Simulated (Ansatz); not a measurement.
MgF2 (rutile), relaxed and computed with several functionals in Ansatz (plane waves, PAW). Much of their spread follows the volume that each gives.

```tsv
functional	V (Å³/atom)	B₀ by P(V) fit (GPa)
r²SCAN	10.88	104
PBE	11.39	90.2
HSE06	10.98	99.2
LDA	10.43	111
PBEsol	10.99	?
```

**Question.** Fit a straight line to ln B₀ against ln V and predict the withheld value.

**Answer.** Least squares on the 4 shown rows: ln B₀ = -2.37 × ln V + (10.278), with a scatter of 1.4 %. For PBEsol this gives 99.2. The run itself gave 97.0, a miss of 2.3 % of that.

All cells were relaxed under the symmetry of their starts (and spin orders); stability against distortions was not tested throughout.

Potentials: the earlier of the program's two PAW sets. The files were generated under PBE; for other functionals the program regenerates the frozen cores, and for LDA and PBEsol the local potential too.

Ansatz (a quantum-chemistry and plane-wave program) is a plane-wave DFT program.
